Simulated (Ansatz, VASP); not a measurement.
Ge: programs and potentials compared

The starting cell:

```
CELL_PARAMETERS angstrom
0.00000 2.82891 2.82891
2.82891 0.00000 2.82891
2.82891 2.82891 0.00000
ATOMIC_POSITIONS crystal
Ge 0.75000 0.75000 0.75000
Ge 0.50000 0.50000 0.50000
```

Alike in all runs: task relaxation of cell and atoms; functional RPBE; k mesh 6 × 6 × 6; occupations tetrahedron; spin-orbit coupling, no magnetisation; with spin-orbit coupling.

| program and potentials | plane-wave cutoff (eV) | notes | equilibrium volume (Å³/atom) |
| --- | --- | --- | --- |
| Ansatz, Ansatz PAW | 420 | potentials made for PBE, which Ansatz adapts in part | 24.60 |
| Ansatz, all-electron LAPW, relativistic spinors | - | - | 24.60 |
| VASP, PBE PAW files Ge_d, 600 eV | 600 | potentials made for PBE | 24.59 |

The equilibrium volume spans 24.59 (VASP, PBE PAW files Ge_d, 600 eV) to 24.60 Å³/atom (Ansatz, all-electron LAPW, relativistic spinors), with all-electron results at 24.60. Some sets were made for another functional than the one run, which can shift their rows. Relaxations stop with a little pressure left, so the last digit of a volume isn't settled.

Differences between rows come from potentials, basis sets and numerical settings, since the functional is the same but for its coding. Runs on potential files found faulty are left out.
